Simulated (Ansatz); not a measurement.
## I under changes of volume

One of the cells (42.631 Å³/atom); the others are scaled copies at fixed shape and fractional positions:

```xyz
4
Lattice="3.6350 -2.3950 0.0000 3.6350 2.3950 0.0000 0.0000 0.0000 9.7934" Properties=species:S:1:pos:R:3 pbc="T T T"
I     3.6350   -0.7152    3.7646
I     3.6350    1.6799    1.1321
I     3.6350    0.7152    6.0288
I     3.6350   -1.6799    8.6613
```

* Program: Ansatz 0.2.0
* Functional: PBE
* Potentials or basis: all-electron LAPW, scalar-relativistic
* Cutoff: 274 eV (chosen from the basis error)
* Basis error allowed: 0.001 eV/atom
* k mesh: 7 × 7 × 3
* Occupations: fermi-dirac, width 0.05 eV
* Spin: no spin polarisation

```tsv
volume (Å³/atom)	energy over the lowest point (meV/atom)	pressure (GPa)	gap on the mesh (eV)	largest force (eV/Å)
40.073	59.88	3.8	1.47	1.459
40.926	41.65	3.1	1.43	1.241
41.778	27.22	2.4	1.39	1.040
42.631	?	?	?	?
43.483	8.18	1.2	1.30	0.683
44.336	2.88	0.8	1.26	0.525
45.189	0.00	0.3	1.22	0.381
```

Question: What does the run at 42.631 Å³/atom give?

Answer: Energy over the lowest point 16.19 meV/atom; pressure 1.8 GPa; gap on the mesh 1.34 eV; largest force 0.854 eV/Å.

Worked out: A Birch-Murnaghan fit of order 3 (a polynomial in V^(-2/3)) to the other rows has its minimum at 45.91 Å³/atom, just outside them, with B0 = V·E''(V) = 19.9 GPa and B' = 5.0 at fixed shape and positions, which overstates the stiffness. It gives 16.18 meV/atom at 42.631 Å³/atom, against the run's 16.19, and -dE/dV = 1.8 GPa, against 1.8. A straight line through the other rows of the gap, of slope -2.1 eV per unit of ln V, gives 1.34 eV, against the run's 1.34.

Energies are extrapolated to zero smearing.

Caveats: spin-orbit coupling is left out, which moves the levels of the heavy elements; an odd mesh through Γ misses points on the zone boundary, where band edges often lie; forces of over 1 eV/Å show positions far from the minimum, so gaps and moduli don't describe the material at rest (some runs).
